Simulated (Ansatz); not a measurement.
What DFT gives for GaAgSe$_{2}$

```
Ag Ga Se
1.0
     0.00000    6.04036    0.00000
     6.04036    0.00000    0.00000
     3.02018    3.02018   -5.48533
Ag Ga Se
2 2 4
Direct
  0.00000 0.00000 0.00000
  0.75000 0.25000 0.50000
  0.50000 0.50000 0.00000
  0.25000 0.75000 0.50000
  0.37500 0.41330 0.75000
  0.58670 0.12500 0.25000
  0.87500 0.83670 0.75000
  0.16330 0.62500 0.25000
```

Level: PBEsol, no spin polarisation; 420 eV; 5×5×5 Γ-centred mesh; gaussian occupations (width 0.0213 eV); Ansatz 0.2.0, fixed geometry.

Band edges: Within 0.7 eV of the edges, the states project mainly on Se p (71 %) and Ag d (24 %) below the gap and on Ag s (31 %), Ga s (24 %) and Se p (22 %) above it.
Forces: The largest is on Se5 (and as large on other atoms): 0.55 eV/Å, components (-0.55, 0.00, 0.00). It makes 122° with the line to a nearest neighbour, Ga3 at 2.41 Å.
Stress: The pressure is -1.2 GPa (compression positive), so with the atoms held at these fractions the cell would first shrink.
Electronic structure: The gap is 0.34 eV, direct at the points sampled.
Contacts: Ga–Se at 2.41 Å: least valence density 0.50 e/Å³ and ELF 0.52 there. Ag–Se at 2.68 Å: least valence density 0.34 e/Å³ and ELF 0.21 there. These are pseudo-fields; inside the PAW spheres they differ from the all-electron ones.

Origin: a database entry at a rescaled volume.
